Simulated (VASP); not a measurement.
Calculation: PBEsol GGA, VASP's PBE PAW potentials (set 64) (plane waves; VASP 6.6.1).

VASP input:

### INCAR
```
LASPH=.True.
SYSTEM=BeO
EDIFF=1E-7   ! SCF stop (eV)
ISMEAR=0   ! Gaussian
LCHARG=.False.
LREAL=.False.
ICHARG=11
NELM=100   ! most electronic steps
SIGMA=0.05   ! width (eV)
ENCUT=520   ! plane-wave cut-off (eV)
LWAVE=.False.
ALGO=Normal
PREC=Accurate
LORBIT=11   ! lm-projected
GGA=PS
```

**POSCAR**
```
BeO
1
    1.3475550313    -2.3340341878     0.0000000000
    1.3475550313     2.3340341878     0.0000000000
    0.0000000000    -0.0000000000     4.3750920580
Be O
2 2
Direct
  0.6666670000   0.3333330000   0.5000633700
  0.3333330000   0.6666670000   0.0000633700
  0.6666670000   0.3333330000   0.8779366300
  0.3333330000   0.6666670000   0.3779366300
```

KPOINTS:
```
k-points along high-symmetry lines
10
Line-mode
Reciprocal
  0.000000   0.000000   0.000000 ! GAMMA
 -0.000000   0.500000   0.000000 ! M

 -0.000000   0.500000   0.000000 ! M
 -0.333333   0.666667   0.000000 ! K

 -0.333333   0.666667   0.000000 ! K
  0.000000   0.000000   0.000000 ! GAMMA

  0.000000   0.000000   0.000000 ! GAMMA
  0.000000   0.000000   0.500000 ! A

  0.000000   0.000000   0.500000 ! A
 -0.000000   0.500000   0.500000 ! L

 -0.000000   0.500000   0.500000 ! L
 -0.333333   0.666667   0.500000 ! H

 -0.333333   0.666667   0.500000 ! H
  0.000000   0.000000   0.500000 ! A

 -0.000000   0.500000   0.500000 ! L
 -0.000000   0.500000   0.000000 ! M

 -0.333333   0.666667   0.500000 ! H
 -0.333333   0.666667   0.000000 ! K
```

POTCAR, in this order: Be O (PBE.64 set). Program: vasp_std. Read from the step before: CHGCAR.

The resulting files:

### OSZICAR
```
       N       E                     dE             d eps       ncg     rms          rms(c)
DAV:   1     0.591814019646E+02    0.59181E+02   -0.86327E+03  2160   0.126E+03
DAV:   2    -0.258289937289E+02   -0.85010E+02   -0.78099E+02  2968   0.270E+02
DAV:   3    -0.288114318140E+02   -0.29824E+01   -0.29710E+01  2848   0.519E+01
DAV:   4    -0.288349439312E+02   -0.23512E-01   -0.23499E-01  2588   0.526E+00
DAV:   5    -0.288353392629E+02   -0.39533E-03   -0.39518E-03  2760   0.546E-01
DAV:   6    -0.288353506365E+02   -0.11374E-04   -0.11373E-04  2588   0.813E-02
DAV:   7    -0.288353510187E+02   -0.38218E-06   -0.38208E-06  2720   0.123E-02
DAV:   8    -0.288353510332E+02   -0.14552E-07   -0.14569E-07  2112   0.221E-03
   1 F= -.28835351E+02 E0= -.28835351E+02  d E =-.294049E-19
```

### OUTCAR
```
 val. band max:        3.5647000009   @ k =   0.0000   0.0000   0.0000

 cond. band min:      11.0439641477   @ k =   0.0000   0.0000   0.0000



 k-point     1 :       0.0000    0.0000    0.0000
  band No.  band energies     occupation
      1     -15.1258      2.00000
      2     -13.2631      2.00000
      3      -2.8044      2.00000
      4       2.5345      2.00000
      5       2.5346      2.00000
      6       3.5232      2.00000
      7       3.5232      2.00000
      8       3.5647      2.00000
      9      11.0440      0.00000
     10      15.0552      0.00000
     11      17.7312      0.00000
     12      17.7329      0.00000

 k-point     2 :       0.0000    0.0556    0.0000
  band No.  band energies     occupation
      1     -15.0882      2.00000
      2     -13.2427      2.00000
      3      -2.7585      2.00000
      4       2.3778      2.00000
      5       2.4673      2.00000
      6       3.3462      2.00000
      7       3.5004      2.00000
      8       3.5371      2.00000
      9      11.1783      0.00000
     10      15.1879      0.00000
     11      17.7178      0.00000
     12      17.8274      0.00000

 k-point     3 :       0.0000    0.1111    0.0000
  band No.  band energies     occupation
      1     -14.9774      2.00000
      2     -13.1837      2.00000
      3      -2.6224      2.00000
      4       1.9326      2.00000
      5       2.2839      2.00000
      6       2.8808      2.00000
      7       3.4298      2.00000
      8       3.4524      2.00000
      9      11.5280      0.00000
     10      15.5271      0.00000
     11      17.4826      0.00000
     12      17.8481      0.00000

 k-point     4 :       0.0000    0.1667    0.0000
  band No.  band energies     occupation
      1     -14.7985      2.00000
      2     -13.0943      2.00000
      3      -2.4028      2.00000
      4       1.2743      2.00000
      5       2.0259      2.00000
      6       2.2547      2.00000
      7       3.3087      2.00000
...
```

The density is held fixed in this step, so its total energy and stress have no physical meaning.

The compound is BeO in the wurtzite structure. It was relaxed first.
